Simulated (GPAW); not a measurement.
NaH:

```
Na H
1.0
     2.95512    0.00000    0.00000
     0.00000    2.95512    0.00000
     0.00000    0.00000    2.95512
Na H
1 1
Direct
  0.00000 0.00000 0.00000
  0.50000 0.50000 0.50000
```

The cell comes from a database or a generator and needn't be the stable form of this composition.

Base run:

| Property | Result |
| --- | --- |
| Program | GPAW 26.7.0 |
| Functional | RPBE |
| Potentials or basis | the program's PAW data sets (release 1.2.1) made for this functional |
| Cutoff | 800 eV |
| Basis | pw |
| k mesh | 9 × 9 × 9 |
| Occupations | gaussian, width 0.05 eV |
| Spin | no spin polarisation |

Its results: band gap on the k mesh 1.75 eV, indirect (least direct gap 4.98 eV); pressure 1.6 GPa.

Q: The run is repeated on the same cell with these changes: functional from RPBE to PBEsol; potentials or basis from the program's PAW data sets (release 1.2.1) made for this functional to PAW data sets generated in the run's folder for this functional. What comes out?

A: Band gap on the k mesh 1.30 eV, indirect (least direct gap 4.70 eV); pressure -0.4 GPa.

Caveats: an odd mesh through Γ misses points on the zone boundary, where band edges often lie.
